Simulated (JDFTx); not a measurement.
**TiS2: equation of state with PBEsol**

The system is TiS2.

```
CELL_PARAMETERS angstrom
3.41200 0.00000 0.00000
-1.70600 2.95488 0.00000
0.00000 0.00000 5.69500
ATOMIC_POSITIONS crystal
Ti 0.00000 0.00000 0.00000
S 0.66667 0.33333 0.75000
S 0.33333 0.66667 0.25000
```

| Item | Value |
| --- | --- |
| Program | JDFTx 1.7.0 (patched build) |
| Task | equation of state |
| Functional | PBEsol |
| Potentials or basis | PseudoDojo-SR-PBEsol-0.4.1-standard with smoothed tails |
| Cutoff | 1143 eV |
| Density cutoff | 9143 eV |
| k mesh | 9 × 9 × 5 |
| Occupations | fermi-dirac, width 0.05 eV |
| Spin | no spin polarisation |
| Local potential set to -Z/r beyond | 6 bohr |
| Density cutoff over wavefunction cutoff | 8 |
| Max SCF steps | 100 |
| SCF threshold on the energy | 1e-09 Ha |
| Solver of the electrons | scf |

* Equilibrium volume: 18.45 Å³/atom
* Bulk modulus at fixed shape and positions: 104 GPa
* Pressure derivative of the bulk modulus: 4.0

Energy against volume, from the lowest point:
```csv
volume (Å³/atom),energy (meV/atom)
17.991,3.71
18.374,0.00
18.756,1.56
19.139,7.89
19.522,18.50
19.905,32.98
20.287,50.94
```

Caveat: the cell was scaled at fixed shape and fractional positions, which overstates the stiffness of a crystal with free parameters, most of all of layers and chains.
